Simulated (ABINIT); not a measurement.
Runs of ABINIT 10.8.3 (patched build) on KF (Carobbiite). The structure is cubic, space group Fm-3m (No. 225). The conventional cell has a = 5.344 Å, b = 5.344 Å, c = 5.344 Å, α = 90.00°, β = 90.00°, γ = 90.00°. K (site symmetry m-3m) is surrounded by 6 F at 2.67 Å. F (site symmetry m-3m) is surrounded by 6 K at 2.67 Å. 

```csv
task,level,potentials or basis,cutoff (eV),fine-grid cutoff,gap on the mesh (eV),pressure (GPa),V0 of scaled cells (Å³/atom),B0 (GPa)
equation of state,PBEsol,PseudoDojo NC SR PBEsol v0.4.1 standard,1143,-,-,-,18.63,33
equation of state,r2SCAN,JTH PAW PBE v2.0,762,1360.57 eV,-,-,18.92,36
band structure,PBE,JTH PAW PBE v2.0,626,1224.51 eV,(c),1.5,-,-
equation of state,PBE,JTH PAW PBE v2.0,626,1224.51 eV,-,-,20.02,(a)
band structure,PBEsol,PseudoDojo NC SR PBEsol v0.4.1 standard,1143,-,6.06,-0.7,-,-
band structure,r2SCAN,JTH PAW PBE v2.0,762,1360.57 eV,6.83,-,-,-
band structure,LDA,JTH PAW LDA v2.0,626,1224.51 eV,(d),(b),-,-
```

Alike in all rows: no spin polarisation; cell as given; k mesh 9 × 9 × 9; smearing fermi-dirac 0.05 eV.

Problem. Fill in the values left out.

Solution. (a) 29; (b) -3.4; (c) 6.17; (d) 5.79.

Caveats: pressures at fixed basis lie under the slope of the energies (some runs); the PAW data sets were made with another functional, which shifts forces and pressure a little (some runs).

A k mesh can miss the band edges.

Not every run made on this cell is shown here.
